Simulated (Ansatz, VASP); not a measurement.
**Ba: VASP beside Ansatz**

```
Ba
1.0
     0.00000    3.21097    3.21097
     3.21097    0.00000    3.21097
     3.21097    3.21097    0.00000
Ba
1
Direct
  0.00000 0.00000 0.00000
```

Change from the starting cell: volume scaled by 0.98.

Alike in both runs: task single point; functional PBE; k mesh 7 × 7 × 7; occupations fermi-dirac, width 0.05 eV; no spin polarisation.

|  | VASP | Ansatz |
| --- | --- | --- |
| version | VASP 6.6.1 | Ansatz 0.2.0 |
| potentials or method | VASP PAW PBE potentials, release 64 (Ba_sv) | Ansatz PAW |
| plane-wave cutoff (eV) | 520 | 420 |
| valence electrons in the cell | 10 | 10 |

Ansatz gave:

```
gap on the k mesh at the Fermi level (eV) : none
pressure (GPa)                            : -0.2
```

Task: What did VASP give for the same quantities?

Result: gap on the k mesh at the Fermi level (eV): none; pressure (GPa): -0.1.

A gap of «none» marks a metal or a gap that the smearing closes.

Spin-orbit coupling is left out, which matters for the levels of Ba.
